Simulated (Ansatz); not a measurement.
# ZnInGaO4: molecular dynamics, part 1 of 2

Aim: heat the crystal hard, then quench it. Runs: 250 steps of 1.5 fs under a Langevin thermostat at 2000 K; 369 steps of 1 fs under a Langevin thermostat, set from 1600 K to 300 K by a schedule. The start is the crystal (R3m), its volume scaled by 1.15.

All numbers below are computed with Ansatz 0.2.0 (DFT PBE, plane waves, PAW, scalar-relativistic, no spin polarisation).

**1. The structure to begin with**

The cell holds 28 atoms (Ga4In4O16Zn4): a = 9.993 Å, b = 9.993 Å, c = 9.993 Å, α = 41.26°, β = 41.26°, γ = 41.26°.

Structure file:

```xyz
28
Lattice="-3.5209 -2.0328 9.1289 3.5209 -2.0328 9.1289 0.0000 4.0656 9.1289" Properties=species:S:1:pos:R:3 pbc="T T T"
Zn    0.0000    0.0000    5.9808
In    0.0000    0.0000    0.0758
Ga    0.0000    0.0000   21.5544
O     0.0000    0.0000    8.0830
O     0.0000    0.0000   19.4818
O     0.0000    0.0000    3.3334
O     0.0000    0.0000   23.6512
Zn    0.0000   -2.0328   15.1097
In    0.0000   -2.0328    9.2048
Ga    0.0000    2.0328   12.4254
O     0.0000   -2.0328   17.2120
O     0.0000    2.0328   10.3529
O     0.0000   -2.0328   12.4624
O     0.0000    2.0328   14.5223
Zn   -1.7605    1.0164   15.1097
In   -1.7605    1.0164    9.2048
Ga    1.7605   -1.0164   12.4254
O    -1.7605    1.0164   17.2120
O     1.7605   -1.0164   10.3529
O    -1.7605    1.0164   12.4624
O     1.7605   -1.0164   14.5223
Zn    1.7605    1.0164   15.1097
In    1.7605    1.0164    9.2048
Ga   -1.7605   -1.0164   12.4254
O     1.7605    1.0164   17.2120
O    -1.7605   -1.0164   10.3529
O     1.7605    1.0164   12.4624
O    -1.7605   -1.0164   14.5223
```

**2. Run 1**

250 steps of 1.5 fs under a Langevin thermostat at 2000 K.

The input, input.yaml:

```yaml
accuracy: low
crystal:
  lattice:
    - [-3.520922, -2.032805, 9.128944]
    - [3.520922, -2.032805, 9.128944]
    - [0.0, 4.06561, 9.128944]
  atoms:
    - { symbol: Zn, position: [0.218382, 0.218382, 0.218382] }
    - { symbol: In, position: [0.002768, 0.002768, 0.002768] }
    - { symbol: Ga, position: [0.787034, 0.787034, 0.787034] }
    - { symbol: O, position: [0.295143, 0.295143, 0.295143] }
    - { symbol: O, position: [0.711358, 0.711358, 0.711358] }
    - { symbol: O, position: [0.121717, 0.121717, 0.121717] }
    - { symbol: O, position: [0.863599, 0.863599, 0.863599] }
    - { symbol: Zn, position: [0.718382, 0.718382, 0.218382] }
    - { symbol: In, position: [0.502768, 0.502768, 0.002768] }
    - { symbol: Ga, position: [0.287034, 0.287034, 0.787034] }
    - { symbol: O, position: [0.795143, 0.795143, 0.295143] }
    - { symbol: O, position: [0.211358, 0.211358, 0.711358] }
    - { symbol: O, position: [0.621717, 0.621717, 0.121717] }
    - { symbol: O, position: [0.363599, 0.363599, 0.863599] }
    - { symbol: Zn, position: [0.718382, 0.218382, 0.718382] }
    - { symbol: In, position: [0.502768, 0.002768, 0.502768] }
    - { symbol: Ga, position: [0.287034, 0.787034, 0.287034] }
    - { symbol: O, position: [0.795143, 0.295143, 0.795143] }
    - { symbol: O, position: [0.211358, 0.711358, 0.211358] }
    - { symbol: O, position: [0.621717, 0.121717, 0.621717] }
    - { symbol: O, position: [0.363599, 0.863599, 0.363599] }
    - { symbol: Zn, position: [0.218382, 0.718382, 0.718382] }
    - { symbol: In, position: [0.002768, 0.502768, 0.502768] }
    - { symbol: Ga, position: [0.787034, 0.287034, 0.287034] }
    - { symbol: O, position: [0.295143, 0.795143, 0.795143] }
    - { symbol: O, position: [0.711358, 0.211358, 0.211358] }
    - { symbol: O, position: [0.121717, 0.621717, 0.621717] }
    - { symbol: O, position: [0.863599, 0.363599, 0.363599] }
basis:
  ecutwfc: 420.0
kpoints:
  mp_grid: { grid: [2, 2, 2] }
hamiltonian:
  xc: pbe
  pseudopotentials: { kind: paw, azcp: { folder: soft_1 } }
scf:
  occupations: { method: fermi_dirac, width: 0.17 }
  lower_state_search: "off"
md:
  timestep: 1.5
  n_steps: 250
  ensemble: nvt_langevin
  temperature: 2000.0
  initial_velocities: maxwell_boltzmann
  seed: 423386
  friction: 0.02
```

Run with:

```
$ ansatz run input.yaml --threads 4 --pin off --max-ram 10240MiB --backend cpu --events-out ev --progress --plain --runs-dir out
```

The log of the run, shortened:

```text
Warning: md: disabling space-group detection — thermal motion breaks the input geometry's symmetry, so no spatial operation reduces the k-mesh or symmetrises the density; time reversal is kept, so that k and −k are solved as one point where they differ and the mesh holds both, and exact [...]
Warning: RAYON_NUM_THREADS=4 ignored (pool sized by the plan → 4); use --threads N
[...]
band count auto-derived: 156 (N_el = 248.0; filled up to band 124; 152 by the electrons, moments and atoms)
[...]
Pseudopotentials: kind: paw
Pseudopotential: Zn, paw, valence charge 12, recommended cutoff 420 eV (normal), <dir>
Pseudopotential: In, paw, valence charge 13, recommended cutoff 420 eV (normal), <dir>
Pseudopotential: Ga, paw, valence charge 13, recommended cutoff 420 eV (normal), <dir>
Pseudopotential: O, paw, valence charge 6, recommended cutoff 420 eV (normal), <dir>
Functional definition: PBE
[...]
Crystal: 28 atoms, lattice volume = 392.034 Å³
Basis set: ecut = 420 eV, 7717 PW (Γ), FFT grids on a1−a3, a2−a3, a3, exchange–correlation on 96×96×144 points (8 copies of the dense FFT grid, shifted against one another)
Bands: 156, of which v1, the nominal top of the filled ones, is band 124 counted from 1 (123 counted from 0)
Symmetry: 1 space group operations
k-points: 8
[...]
SCF iter   1: F=—  HF=-59887.263386 eV  |F-HF|=—  |Δ(HF+E_count)|=         —  Δρ=8.87e-2  dr2=1.83e1  ethr=3.10e-3  ⟨swp⟩=5.4  Hψ=4439  notcnv=0  defer=26
[...]
md step     0: t =     0.00 fs  T =  1928.6 K  F+E_penalty+E_count = -59881.65755683 eV  E_kin = 6.980040 eV  (11 SCF iters)
[...]
md step     6: t =     9.00 fs  T =  2166.5 K  F+E_penalty+E_count = -59880.47001776 eV  E_kin = 7.841350 eV  (6 SCF iters)
[...]
md step    12: t =    18.00 fs  T =  1790.9 K  F+E_penalty+E_count = -59878.09262126 eV  E_kin = 6.481604 eV  (7 SCF iters)
[...]
md step    18: t =    27.00 fs  T =  1841.5 K  F+E_penalty+E_count = -59877.76865432 eV  E_kin = 6.664867 eV  (7 SCF iters)
[...]
md step    24: t =    36.00 fs  T =  1273.7 K  F+E_penalty+E_count = -59877.26981755 eV  E_kin = 4.609759 eV  (7 SCF iters)
md step    25: t =    37.50 fs  T =  1285.6 K  F+E_penalty+E_count = -59877.31112812 eV  E_kin = 4.652799 eV  (7 SCF iters)
```

**3. More of the same log: dynamics from the start**

Output, continued, shortened:

```text
md step    26: t =    39.00 fs  T =  1384.2 K  F+E_penalty+E_count = -59877.36200831 eV  E_kin = 5.009653 eV  (7 SCF iters)
[...]
md step    51: t =    76.50 fs  T =  1806.3 K  F+E_penalty+E_count = -59876.35222389 eV  E_kin = 6.537673 eV  (7 SCF iters)
[...]
md step    76: t =   114.00 fs  T =  2017.0 K  F+E_penalty+E_count = -59874.34526611 eV  E_kin = 7.300241 eV  (7 SCF iters)
[...]
md step   101: t =   151.50 fs  T =  1597.4 K  F+E_penalty+E_count = -59874.36087841 eV  E_kin = 5.781287 eV  (7 SCF iters)
[...]
md step   126: t =   189.00 fs  T =  1922.5 K  F+E_penalty+E_count = -59875.19141096 eV  E_kin = 6.958004 eV  (7 SCF iters)
[...]
md step   250: t =   375.00 fs  T =  2457.1 K  F+E_penalty+E_count = -59874.58088561 eV  E_kin = 8.892845 eV  (9 SCF iters)
SCF converged after 9 iterations
Free energy (F): -59874.580886 eV
[...]
E sigma→0 (E₀):  -59874.489112 eV
Entropy (-TS):   -0.183548 eV (-6.555 meV/atom)
Fermi energy:    6.622104 eV
[...]
--- Forces (eV/Å), atoms counted from 1 ---
  atom   1  Zn     1.53918942    -0.26464185    -1.02274912
  atom   2  In     3.51267215    -3.01452030    -1.52088506
  atom   3  Ga    -0.82619213     0.25017528     1.82331515
  atom   4  O      0.01185147     0.04005323     0.67227323
  atom   5  O     -1.80148297     0.95244474    -2.21772325
  atom   6  O     -0.84077794    -0.59177276     0.00096534
  atom   7  O      4.77689445     0.99970381    -0.80092558
  atom   8  Zn    -1.12451094     0.90585158    -0.52874799
[...]
--- MD trajectory: 250 steps, t = 0.0 → 375.0 fs ---
  final state: T = 2457.1 K   F+E_penalty+E_count = -59874.58088561 eV   E_kin = 8.892845 eV
```

Wall time 31 min (4 threads of Arm Neoverse V1, shared host); peak memory 2 GiB.

**4. Frames and traces**

The trajectory, every 18 steps (energies from step 0); msd is the mean square displacement from the start, the centre of mass held:

```tsv
time (fs)	T (K)	potential energy change (meV/atom)	msd Zn (Å²)	msd In (Å²)	msd O (Å²)	msd Ga (Å²)
0.0	1929	0.0	0.000	0.000	0.000	0.000
27.0	1841	138.9	0.083	0.047	0.073	0.035
54.0	1264	159.4	0.131	0.102	0.119	0.082
81.0	1719	208.4	0.145	0.156	0.152	0.121
108.0	1795	236.9	0.130	0.191	0.176	0.157
135.0	1840	246.0	0.147	0.231	0.171	0.205
162.0	1710	255.1	0.130	0.234	0.181	0.188
189.0	1922	230.9	0.161	0.198	0.160	0.215
216.0	1835	273.4	0.240	0.149	0.172	0.212
243.0	2038	232.6	0.210	0.097	0.148	0.174
270.0	2287	210.9	0.144	0.105	0.082	0.133
297.0	2004	271.4	0.181	0.127	0.083	0.105
324.0	2106	237.0	0.238	0.148	0.165	0.078
351.0	2158	332.7	0.277	0.199	0.228	0.052
375.0	2457	252.7	0.327	0.240	0.151	0.059
```

time (fs), T (K) and a bar:
```
      0.0       1929 #################
     16.5       1952 ##################
     33.0       1325 ##
     49.5       1241 
     64.5       1441 #####
     81.0       1719 ############
     97.5       1600 #########
    114.0       2017 ###################
    130.5       1987 ##################
    147.0       1606 #########
    163.5       1741 ############
    180.0       1978 ##################
    195.0       1962 ##################
    211.5       1953 ##################
    228.0       1324 ##
    244.5       2248 #########################
    261.0       2079 #####################
    277.5       2073 #####################
    294.0       2190 #######################
    310.5       2393 ############################
    325.5       2276 ##########################
    342.0       1566 ########
    358.5       2382 ############################
    375.0       2457 ##############################
```

Pair distribution over the second half of the run:

```tsv
r (Å)	g O–O	g Zn–O	g In–O
0.68	0.00	0.00	0.00
0.84	0.00	0.00	0.00
1.00	0.00	0.00	0.00
1.16	0.00	0.00	0.00
1.32	0.00	0.00	0.00
1.48	0.00	0.00	0.00
1.64	0.00	0.07	0.00
1.80	0.00	1.73	0.10
1.96	0.00	3.92	1.61
2.12	0.00	2.61	3.28
2.28	0.13	1.02	3.33
2.44	0.30	0.85	2.42
2.60	0.73	0.81	1.40
2.76	1.47	0.42	0.89
2.92	1.77	0.52	0.61
```

First peaks of g(r) that rise above 1 (not always the tallest), and, where a minimum follows, the mean number of second-named atoms round a first-named one up to the next minimum:

```tsv
pair	peak (Å)	height	minimum (Å)	neighbours
Zn–O	1.96	3.9	-	-
In–O	2.20	3.4	-	-
```

Maxima of the velocity power spectrum (cm⁻¹, relative height; resolution about 180 cm⁻¹): 220 (100), 440 (80).

**5. Snapshots as a file**

Extended XYZ, with forces in eV/Å:

```xyz
28
Lattice="-3.521 -2.033 9.129 3.521 -2.033 9.129 0.000 4.066 9.129" Properties=species:S:1:pos:R:3:forces:R:3 pbc="T T T" time_fs=93.0 T=1294 dE=7.3396
Zn   -0.395   -0.069    6.288    0.463    0.955    0.692
In    0.388   -0.301    0.305   -0.536   -0.163   -2.856
Ga   -0.274    0.242   21.667    1.441    0.257    0.258
O     0.009   -0.236    8.313   -0.429    2.352   -1.344
O    -0.003    0.054   19.357   -0.314   -0.104    1.016
O    -0.385   -0.124    3.296    0.454    5.300   -0.806
O    -0.355    0.193   23.767    0.147   -0.445   -1.754
Zn   -0.064   -1.858   15.022   -1.118   -1.518    0.544
In    0.137   -2.052    9.071    0.439   -3.339    0.157
Ga   -0.041    2.293   12.604   -0.434   -4.256    0.380
O    -0.101   -2.255   17.163    0.460    0.531   -0.082
O     0.221    1.877   10.161   -0.018   -0.442    0.824
O    -0.398   -1.868   12.637    0.346   -0.573   -0.281
O     0.046    2.383   14.683    0.109   -2.914   -1.535
Zn   -1.478    0.882   14.815   -0.347    1.703    1.119
In   -1.664    1.023    9.231    0.221    0.670    0.172
Ga    1.681   -0.733   12.339   -0.399   -2.214    3.529
O    -1.524    1.124   17.080   -0.229    0.209    0.108
O     1.320   -1.000   10.709   -0.287   -0.906   -4.243
O    -1.733    1.415   12.519   -0.924   -0.622    0.389
O     1.636   -0.925   14.725   -0.234   -2.417   -1.210
Zn    1.817    0.796   14.951    0.937    4.439    1.712
In    2.127    0.515    9.504   -1.012    2.212   -0.749
Ga   -2.135   -0.938   12.428    0.936    0.300   -1.768
O     1.955    0.932   17.403   -0.267    0.298   -0.121
O    -2.313   -0.670   10.392    0.228   -0.605    2.034
O     1.571    1.103   12.250    0.830    1.614    1.560
O    -2.157   -0.757   14.212   -0.462   -0.321    2.254
28
Lattice="-3.521 -2.033 9.129 3.521 -2.033 9.129 0.000 4.066 9.129" Properties=species:S:1:pos:R:3:forces:R:3 pbc="T T T" time_fs=187.5 T=1919 dE=6.3459
Zn    0.036    0.431    6.066   -0.562   -1.060   -0.015
In    0.274   -0.312    0.262   -1.952    1.128   -0.405
Ga   -0.533    0.206   21.874    1.179   -1.506   -1.337
O    -0.042    0.105    7.990    0.147    0.189    0.075
O    -0.252    0.094   19.302    1.561    0.314    0.280
O    -0.424    0.301    3.354    1.986   -1.686   -0.618
O    -0.771    0.305   23.677    0.467    0.490    0.946
Zn    0.091   -1.949   15.132   -0.081   -1.060   -0.367
In   -0.171   -1.870    8.751    1.659   -0.932    1.672
Ga   -0.586    2.266   12.629   -0.036   -0.332   -2.887
O     0.476   -2.153   17.012   -1.067    0.373    1.107
O    -0.337    2.100   10.447   -0.398   -0.780    1.225
O    -0.105   -1.970   12.224   -1.117   -0.034    1.094
O    -0.642    2.109   14.384    0.713   -0.249    2.443
Zn   -1.527    0.581   15.200   -0.336    1.213   -0.123
In   -1.792    1.174    9.048    0.365    0.246    0.926
Ga    1.417   -0.925   12.263    1.463    1.431   -0.757
O    -1.838    0.624   17.227    0.225    1.022   -1.613
O     1.737   -1.011   10.020   -0.018    0.201    0.879
O    -2.413    1.056   12.634    1.136   -0.332   -0.681
O     1.856   -1.014   14.531   -2.008    0.604    0.391
Zn    1.625    0.803   15.237    0.789    1.092   -0.143
In    2.166    0.829    9.130   -1.301   -1.435   -0.099
Ga   -1.986   -0.961   12.325   -0.717    0.749   -0.178
O     1.742    1.149   17.325   -0.365   -0.662   -1.686
O    -1.652   -1.279   10.239   -0.992    1.114    0.684
O     1.534    1.014   12.571   -1.355   -0.315   -0.518
O    -1.812   -1.133   14.382    0.616    0.219   -0.294
28
Lattice="-3.521 -2.033 9.129 3.521 -2.033 9.129 0.000 4.066 9.129" Properties=species:S:1:pos:R:3:forces:R:3 pbc="T T T" time_fs=282.0 T=2182 dE=6.3723
Zn   -0.125    0.426    6.163   -0.158    0.359   -0.063
In   -0.273   -0.043    0.353    3.823   -1.729   -2.403
Ga   -0.316   -0.076   21.794    1.181   -0.720   -1.994
O    -0.278   -0.015    8.247    1.185    1.092   -1.384
O    -0.433   -0.267   19.521    1.948    1.245    1.354
O    -0.385    0.145    3.014    0.754    1.004    1.911
O    -0.268    0.032   23.731    1.104    1.391   -1.040
Zn    0.100   -2.066   15.137   -0.797    0.010    1.206
In    0.036   -1.982    8.797   -1.410   -1.710    1.708
Ga   -0.425    2.422   12.412   -0.607   -3.568   -0.033
O    -0.082   -1.678   17.169   -0.361   -0.692   -0.130
O    -0.244    2.057   10.502    0.170   -0.536   -0.952
O    -0.212   -2.004   12.340   -1.468   -1.081    0.727
O    -0.158    2.066   14.299    0.428    1.216    1.041
Zn   -1.489    1.103   15.342   -1.215   -0.445   -0.266
In   -1.851    0.846    9.427   -2.031    0.801    0.337
Ga    1.220   -0.905   12.507    1.461   -1.738   -0.068
O    -2.165    1.162   17.182    1.327   -0.332   -0.104
O     1.745   -1.244   10.283   -4.718    2.658    0.423
O    -1.848    1.031   12.489   -1.751    0.549   -0.331
O     1.472   -0.802   14.597    1.109   -1.161   -0.254
Zn    1.622    1.240   14.934   -1.238   -1.059    0.992
In    1.623    0.876    9.370   -0.153    0.286   -0.676
Ga   -2.132   -1.125   12.567    1.262    1.849   -1.374
O     1.647    1.049   17.123   -0.008    0.041   -0.042
O    -2.029   -1.116   10.290    0.507    0.270    0.872
O     1.558    0.788   12.508    0.822    3.551   -0.075
O    -1.884   -0.750   14.455   -1.165   -1.555    0.619
28
Lattice="-3.521 -2.033 9.129 3.521 -2.033 9.129 0.000 4.066 9.129" Properties=species:S:1:pos:R:3:forces:R:3 pbc="T T T" time_fs=375.0 T=2457 dE=7.0767
Zn   -0.775    0.581    5.990    1.539   -0.265   -1.023
In   -0.630    0.207    0.564    3.513   -3.014   -1.521
Ga   -0.030    0.138   21.242   -0.826    0.250    1.823
O    -0.708    0.061    7.849    0.012    0.040    0.672
O     0.017   -0.219   19.501   -1.802    0.952   -2.218
O    -0.329    0.133    3.179   -0.841   -0.592    0.001
O    -0.280   -0.025   23.636    4.777    1.000   -0.801
Zn    0.171   -2.337   15.361   -1.125    0.906   -0.529
In   -0.195   -1.951    8.530   -0.824    1.303    0.470
Ga   -0.140    2.027   12.537    1.616    2.290    0.144
O    -0.912   -2.439   17.160    1.517    1.047   -1.149
O     0.019    2.293   10.150   -0.088   -1.446   -0.050
O    -0.358   -2.128   12.488    0.340    1.070   -0.873
O    -0.133    2.200   14.574   -0.978    0.083   -0.719
Zn   -1.997    1.095   14.934    0.542   -0.905    0.163
In   -2.003    0.914    9.345    2.384    2.681   -1.291
Ga    1.408   -0.710   12.280    0.252   -1.440    0.999
O    -1.725    1.015   16.978   -0.848   -1.054   -0.094
O     1.357   -0.912   10.338   -3.819    2.497    1.556
O    -1.665    1.128   12.230   -1.514    0.107    0.303
O     1.164   -0.727   14.308    0.348   -0.900    0.598
Zn    1.650    1.719   15.044   -3.656   -1.286    1.356
In    1.685    1.131    9.089   -1.080    1.654    0.629
Ga   -2.099   -0.882   12.332    0.054   -0.995   -0.097
O     1.493    1.217   17.300    1.564   -1.605   -0.629
O    -2.530   -0.616   10.434    0.672   -2.722    0.912
O     1.692    1.226   12.420   -0.815   -0.328   -0.315
O    -2.140   -0.801   14.169   -0.914    0.670    1.679
```

On run 1: Against a set 2000 K the second half averages 2049 K with a spread of 314 K (in equilibrium 28 atoms would scatter by about 309 K, over a far longer run). Counted from the crystal's sites, with the common drift removed, the atoms stand 0.43 Å away over the last tenth of the run (root mean square), 21 % of the neighbour distance: near the range, 10 to 20 % and a little above, in which crystals usually melt.

(Continued in part 2 of 2.)
